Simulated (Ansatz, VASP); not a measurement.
One calculation of Hf, two programs

```
Hf
1.0
     0.00000    3.11458    3.11458
     3.11458    0.00000    3.11458
     3.11458    3.11458    0.00000
Hf
2
Direct
  0.12500 0.12500 0.12500
  0.87500 0.87500 0.87500
```

The cell was built by a generator and needn't be a form met in nature.

Alike in both runs: task relaxation of cell and atoms; functional PBEsol; k mesh 9 × 9 × 9; occupations fermi-dirac, width 0.1 eV; no spin polarisation.

|  | VASP | Ansatz |
| --- | --- | --- |
| version | VASP 6.6.1 | Ansatz 0.2.0 |
| potentials or method | VASP PAW PBE potentials, release 64 (Hf_pv) | plane waves (420 eV) with PAW, scalar-relativistic |
| plane-wave cutoff (eV) | 600 | 420 |
| valence electrons in the cell | 20 | 52 |

```csv
,VASP,Ansatz,Ansatz less VASP
relaxed volume (Å³/atom),32.13,32.37,+0.245
relaxed cell length with the largest relative difference (Å),4.496,4.507,+0.0114
energy change over the relaxation (meV/atom),-11,-14,-3.2
```

The two sets of potentials don't hold the same shells in valence. Ansatz warned: «pseudo_functional_mismatch».

Caveats: the PAW data sets were made with another functional, which shifts forces and pressure a little (VASP). Spin-orbit coupling is left out, which matters for the levels of Hf.
